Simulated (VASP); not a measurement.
A run of VASP 6.6.1:

Contents of INCAR:

```
SYSTEM = Sb2Pt
PREC = Accurate
ENCUT = 600
EDIFF = 1E-7
ISMEAR = 0
SIGMA = 0.1
LREAL = .False.
LASPH = .True.
NELM = 100
ALGO = Fast
ISIF = 3
LWAVE = .False.
LCHARG = .False.
GGA = PE
IBRION = 2
NSW = 80
EDIFFG = -0.01
```

The input KPOINTS:

```
Automatic mesh
0
Gamma
  12 12 12
  0 0 0
```

Contents of POSCAR:

```
Sb2Pt
1.0
    0.0000000000      3.3230768450      3.3230768450
    3.3230768450      0.0000000000      3.3230768450
    3.3230768450      3.3230768450      0.0000000000
Sb Pt
2 1
Direct
    0.2500000000      0.2500000000      0.2500000000
    0.7500000000      0.7500000000      0.7500000000
    0.0000000000      0.0000000000      0.0000000000
```

Potentials or basis: VASP PAW PBE potentials, release 64 (Sb, Pt).

Launch:

```console
$ cat potpaw_PBE.64/Sb/POTCAR potpaw_PBE.64/Pt/POTCAR > POTCAR
$ mpirun -np 1 vasp_std > vasp.out
```

Hardware: 1 thread of Intel(R) Xeon(R) Platinum 8259CL CPU @ 2.50GHz (Skylake/Cascade Lake), on a shared host.

**Question.** How long does it take, and how much memory?

**Answer.** Run time: 4 min on 1 thread of Intel(R) Xeon(R) Platinum 8259CL CPU @ 2.50GHz (Skylake/Cascade Lake) (shared host), peak memory 0.31 GiB. Counts: scf iterations 36, k points 72, ion steps 3.
